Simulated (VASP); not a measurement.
Wanted: the native input for a VASP 6.6.1 run.

| Item | Value |
| --- | --- |
| Task | optical spectrum |
| Functional | PBE |
| Potentials or basis | VASP PAW PBE potentials, release 64 (Al, P) |
| Cutoff | 520 eV |
| k mesh | 8 × 8 × 8 |
| Occupations | gaussian, width 0.03 eV |
| Spin | no spin polarisation |
| Further INCAR settings | ALGO = Normal; EDIFF = 1e-06; NBANDS = 28 |

The structure of AlP lies in POSCAR:

```
AlP                                     
1.0
    0.0000000000      2.7357031041      2.7357031041
    2.7357031041      0.0000000000      2.7357031041
    2.7357031041      2.7357031041      0.0000000000
  Al              P             
     1     1
Direct
     0.0000000000000000    0.0000000000000000    0.0000000000000000
     0.2500000000000000    0.2500000000000000    0.2500000000000000
```

One way to write it, as run:

INCAR

```
PREC = Accurate
ENCUT = 520
EDIFF = 1E-6
ISMEAR = 0
SIGMA = 0.03
LREAL = False
LASPH = True
NELM = 80
ALGO = Normal
ISIF = 2
LWAVE = False
LCHARG = False
GGA = PE
LOPTICS = True
NBANDS = 28
NEDOS = 1000
CSHIFT = 0.1
```

KPOINTS

```
Automatic mesh
0
Gamma
  8 8 8
```

Potentials or basis: VASP PAW PBE potentials, release 64 (Al, P).

Launch:

```sh
$ cat potpaw_PBE.64/Al/POTCAR potpaw_PBE.64/P/POTCAR > POTCAR
$ mpirun -np 1 vasp_std > vasp.out
```

It gave:

```yaml
Pressure: 1.6 GPa
Band_gap_on_the_k_mesh: 1.59 eV, indirect (least direct gap 3.25 eV)
```

Caveat: spectra need much finer meshes, so this one isn't converged; independent-particle spectra lack excitons.

It took 20 s on 1 thread of Intel(R) Xeon(R) Platinum 8488C (Sapphire Rapids), on a shared host, peak memory 0.18 GiB.
